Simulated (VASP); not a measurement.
The system is Sn.

```
CELL_PARAMETERS angstrom
-2.02919 2.02919 1.66076
2.02919 -2.02919 1.66076
2.02919 2.02919 -1.66076
ATOMIC_POSITIONS crystal
Sn 0.00000 0.00000 0.00000
```

This isn't the form of Sn at room conditions, which is tetragonal (white tin).

```yaml
Program: VASP 6.6.1
Task: single point
Functional: PBEsol
Potentials_or_basis: VASP PAW PBE potentials, release 64 (Sn_d)
Cutoff: 520 eV
k_mesh: 10 × 10 × 10
Occupations: fermi-dirac, width 0.05 eV
Spin: no spin polarisation
```

On this cell: pressure -2.0 GPa; band gap on the k mesh none (metal or under the smearing width).

The same run follows on a disturbed copy (cell strained at random at fixed volume):

```
Sn
1.0
    -1.96923    2.05623    1.62201
     2.04455   -2.03890    1.69286
     1.97855    2.04822   -1.60084
Sn
1
Direct
  0.00815 0.00113 0.99938
```

Task: What changes?

Result: The energy (extrapolated to zero smearing) moves by +1.3 meV/atom; pressure -1.8 GPa; band gap on the k mesh none (metal or under the smearing width).

Stress tensor (GPa, compression positive):
```
-2.31 -0.17 -0.28
-0.17 -2.15 -0.08
-0.28 -0.08 -0.96
```

Caveats: the PAW data sets were made with another functional, which shifts forces and pressure a little.
